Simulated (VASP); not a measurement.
Wanted: the native input for a VASP 6.6.1 run.

```yaml
Task: single point
Functional: PBE
Potentials_or_basis: VASP PAW PBE potentials, release 64 (Pd)
Cutoff: 320 eV
k_mesh: 5 × 5 × 5
Occupations: fermi-dirac, width 0.05 eV
Spin: no spin polarisation
Further_INCAR_settings: ALGO = Normal; EDIFF = 1e-06
```

The structure of Pd lies in POSCAR:

```
Pd
1.0
    7.8840000000      0.0000000000      0.0000000000
    0.0000000000      7.8840000000      0.0000000000
    0.0000000000      0.0000000000      7.8840000000
Pd
32
Direct
    0.0000000000      0.0000000000      0.0000000000
    0.0000000000      0.0000000000      0.5000000000
    0.0000000000      0.5000000000      0.0000000000
    0.0000000000      0.5000000000      0.5000000000
    0.5000000000      0.0000000000      0.0000000000
    0.5000000000      0.0000000000      0.5000000000
    0.5000000000      0.5000000000      0.0000000000
    0.5000000000      0.5000000000      0.5000000000
    0.0000000000      0.2500000000      0.2500000000
    0.0000000000      0.2500000000      0.7500000000
    0.0000000000      0.7500000000      0.2500000000
    0.0000000000      0.7500000000      0.7500000000
    0.5000000000      0.2500000000      0.2500000000
    0.5000000000      0.2500000000      0.7500000000
    0.5000000000      0.7500000000      0.2500000000
    0.5000000000      0.7500000000      0.7500000000
    0.2500000000      0.0000000000      0.2500000000
    0.2500000000      0.0000000000      0.7500000000
    0.2500000000      0.5000000000      0.2500000000
    0.2500000000      0.5000000000      0.7500000000
    0.7500000000      0.0000000000      0.2500000000
    0.7500000000      0.0000000000      0.7500000000
    0.7500000000      0.5000000000      0.2500000000
    0.7500000000      0.5000000000      0.7500000000
    0.2500000000      0.2500000000      0.0000000000
    0.2500000000      0.2500000000      0.5000000000
    0.2500000000      0.7500000000      0.0000000000
    0.2500000000      0.7500000000      0.5000000000
    0.7500000000      0.2500000000      0.0000000000
    0.7500000000      0.2500000000      0.5000000000
    0.7500000000      0.7500000000      0.0000000000
    0.7500000000      0.7500000000      0.5000000000
```

The cell was built by a generator and needn't be a form met in nature.

One way to write it, as run:

INCAR

```
SYSTEM = Pd
ALGO = Normal
EDIFF = 1E-6
ENCUT = 320
GGA = PE
ISIF = 2
ISMEAR = -1
LASPH = .True.
LCHARG = .False.
LREAL = .False.
LWAVE = .False.
NELM = 100
PREC = Accurate
SIGMA = 0.05
```

KPOINTS

```
k-points
0
Gamma
  5 5 5
  0 0 0
```

Potentials or basis: VASP PAW PBE potentials, release 64 (Pd).

Launch:

```console
$ cat potpaw_PBE.64/Pd/POTCAR > POTCAR
$ mpirun -np 1 vasp_std > vasp.out
```

It gave:

```json
{
 "Pressure": "-0.8 GPa",
 "Band gap on the k mesh": "none (metal or under the smearing width)"
}
```

Run time: 5.4 min on 1 thread of Intel(R) Xeon(R) 6975P-C (Granite Rapids), on a shared host, peak memory 0.5 GiB.
